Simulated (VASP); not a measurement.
The system is BAs.

```
As B
1.0
     0.00000    2.38850    2.38850
     2.38850    0.00000    2.38850
     2.38850    2.38850    0.00000
As B
1 1
Direct
  0.75000 0.75000 0.75000
  0.00000 0.00000 0.00000
```

```yaml
Program: VASP 6.6.1
Task: relaxation of cell and atoms
Functional: vdW-DF
Potentials_or_basis: VASP PAW PBE potentials, release 64 (As, B)
Cutoff: 600 eV
k_mesh: 10 × 10 × 10
Occupations: fermi-dirac, width 0.05 eV
Spin: no spin polarisation
```

At the start: pressure 8.2 GPa; volume 13.63 Å³/atom.

Question: How do energy, volume and symmetry change on relaxing?

Answer: Over 3 steps the energy falls by 20.5 meV/atom and the volume is 14.47 Å³/atom (+6.2 %); space group F-43m (No. 216, to 0.05 Å).

The path:
```csv
step,energy change (eV),largest force (eV/Å),pressure (GPa),volume (Å³)
1,0.0000,0.0000,8.18,27.25
2,-0.0252,0.0000,-4.26,30.09
3,-0.0410,0.0000,0.00,28.95
```

Final structure:
```yaml
crystal:
  lattice:
    - [0.00000, 2.43703, 2.43703]
    - [2.43703, 0.00000, 2.43703]
    - [2.43703, 2.43703, 0.00000]
  atoms:
    - { symbol: As, position: [0.75000, 0.75000, 0.75000] }
    - { symbol: B, position: [0.00000, 0.00000, 0.00000] }
```

Caveat: the PAW data sets were made with another functional, which shifts forces and pressure a little.
